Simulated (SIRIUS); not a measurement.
Here is a SIRIUS 7.10.0 calculation.

File sirius.json:

```json
{
  "control": {
    "processing_unit": "cpu",
    "verbosity": 1,
    "num_bands_to_print": 20,
    "print_forces": false,
    "print_stress": true
  },
  "parameters": {
    "electronic_structure_method": "pseudopotential",
    "xc_functionals": ["XC_GGA_X_PBE", "XC_GGA_C_PBE"],
    "gk_cutoff": 10.2,
    "pw_cutoff": 20.4,
    "ngridk": [7, 7, 7],
    "shiftk": [0, 0, 0],
    "smearing": "fermi_dirac",
    "smearing_width": 0.0018374661,
    "num_bands": 20,
    "num_mag_dims": 0,
    "num_dft_iter": 100,
    "energy_tol": 1e-08,
    "density_tol": 1e-06
  },
  "iterative_solver": {
    "type": "davidson",
    "min_tolerance": 1e-09,
    "tolerance_scale": [0.1, 0.25]
  },
  "mixer": {
    "type": "anderson",
    "beta": 0.7,
    "max_history": 8
  },
  "settings": {
    "tol_ne": 1e-10,
    "pseudo_grid_cutoff": 6.5
  },
  "unit_cell": {
    "lattice_vectors": [
      [4.823621572146, 0.0, 0.0],
      [0.0, 4.823621572146, 0.0],
      [0.0, 0.0, 4.823621572146]
    ],
    "atom_coordinate_units": "lattice",
    "atom_types": ["Cu", "O"],
    "atom_files": {
      "Cu": "Cu.json",
      "O": "O.json"
    },
    "atoms": {
      "Cu": [
        [0.0, 0.0, 0.0]
      ],
      "O": [
        [0.5, 0.5, 0.5]
      ]
    }
  }
}
```

Potentials or basis: PseudoDojo 0.5 PBE stringent (scalar relativistic).

Run with:

```bash
$ upf_to_json Cu.upf
$ upf_to_json O.upf
$ OMP_NUM_THREADS=1 sirius.scf --input=sirius.json --output=out.json --task=3 --volume_scale0=0.94 --volume_scale1=1.06 --num_eos_points=7
```

(1) Estimate the equilibrium volume.

(2) Predict the bulk modulus.

Answers

(1) 9.13 Å³/atom (rough: see the caveat).

(2) 174 GPa (rough).

Caveat: the minimum lies outside the volumes run; the run has no spin polarisation, though such a crystal can be magnetic.
